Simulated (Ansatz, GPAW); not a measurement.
# Fitting the PBE+D4 energy curve of Au

```cif
data_structure
_symmetry_space_group_name_H-M 'Fm-3m'
_symmetry_Int_Tables_number 225
_cell_length_a 4.0700
_cell_length_b 4.0700
_cell_length_c 4.0700
_cell_angle_alpha 90.000
_cell_angle_beta 90.000
_cell_angle_gamma 90.000
_cell_volume 67.42
loop_
_atom_site_label
_atom_site_type_symbol
_atom_site_symmetry_multiplicity
_atom_site_Wyckoff_symbol
_atom_site_fract_x
_atom_site_fract_y
_atom_site_fract_z
_atom_site_occupancy
Au1 Au 4 a 0.00000 0.00000 0.00000 1
```

The cell was scaled at fixed shape and fractions and run with Ansatz, Ansatz PAW, cutoff 420 eV; PBE+D4, k mesh 11 × 11 × 11 on the cell of 1 atom, fermi-dirac occupations of 0.05 eV, no spin polarisation, no spin-orbit coupling. Energies are those that the program minimises, any entropy of the smearing included. For a metal such a mesh isn't converged to the digits shown.

```tsv
V (Å³/atom)	energy over the lowest row (meV/atom)
15.8435	77.45
16.1806	?
16.5177	20.41
16.8548	6.20
17.1919	0.00
17.5290	0.82
17.8661	7.81
```

**Question.** Fit the third-order Birch-Murnaghan form, give V0, B0 and B′, and predict the energy left open.

**Answer.** With y = (V0/V)^(2/3), E = E0 + (9 V0 B0/16) [(y - 1)³ B′ + (y - 1)² (6 - 4y)]. Least squares through the rows shown give V0 = 17.3167 Å³/atom, E0 = -0.47 meV, B0 = 163.2 GPa (1 eV/Å³ = 160.218 GPa) and B′ = 5.73, with a largest miss of 0.01 meV. At V = 16.1806 the form with these constants gives 43.73 meV; the run gave 43.74 meV an atom. Other set-ups at this level, from all their volumes (Å³/atom, GPa): GPAW, GPAW PAW data sets (gpaw-data 1.2.1): V0 17.550, B0 161.2. Measured volume: 16.95 Å³/atom at 298 K (arxiv:1805.06931), so the fit lies +2.2 % from it. Measured modulus: 167 GPa (pmc:11102561, doi:10.1038/s41598-024-61861-2), so the fit lies -2.3 % from it. The runs are for a static lattice.
